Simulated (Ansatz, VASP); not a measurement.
**Ir in VASP and in Ansatz**

```xyz
2
Lattice="2.7560 0.0000 0.0000 -1.3780 2.3867 0.0000 0.0000 0.0000 4.4697" Properties=species:S:1:pos:R:3 pbc="T T T"
Ir    1.3897    0.8164    3.3773
Ir    0.0355    1.6174    1.1208
```

This isn't the form of Ir at room conditions, which is fcc.

Alike in both runs: task single point; functional LDA; k mesh 8 × 8 × 5; no spin polarisation.

```csv
,VASP,Ansatz
version,VASP 6.6.1,Ansatz 0.2.0
potentials or method,"VASP PAW LDA potentials, release 64 (Ir)","plane waves, PAW"
plane-wave cutoff (eV),520,540
occupations,"methfessel-paxton of order 1, width 0.15 eV","cold, width 0.15 eV"
valence electrons in the cell,18,34
```

|  | VASP | Ansatz | Ansatz less VASP |
| --- | --- | --- | --- |
| pressure (GPa) | -16.5 | -18.6 | -2.01 |
| largest component of the traceless stress (GPa) | 1.07 | 1.16 | +0.089 |
| rms of the force components (eV/Å) | 0.159 | 0.146 | -0.0138 |

Atom by atom the forces differ by 0.014 eV/Å (rms over components). The two sets of potentials don't hold the same shells in valence. Ansatz warned: «stress_scf_threshold_loose».

Caveats: so large a pressure means that the cell lies far from this level's equilibrium, or that cutoff or potentials fall short (VASP). The runs have no spin-orbit coupling, so splittings on Ir are missing.
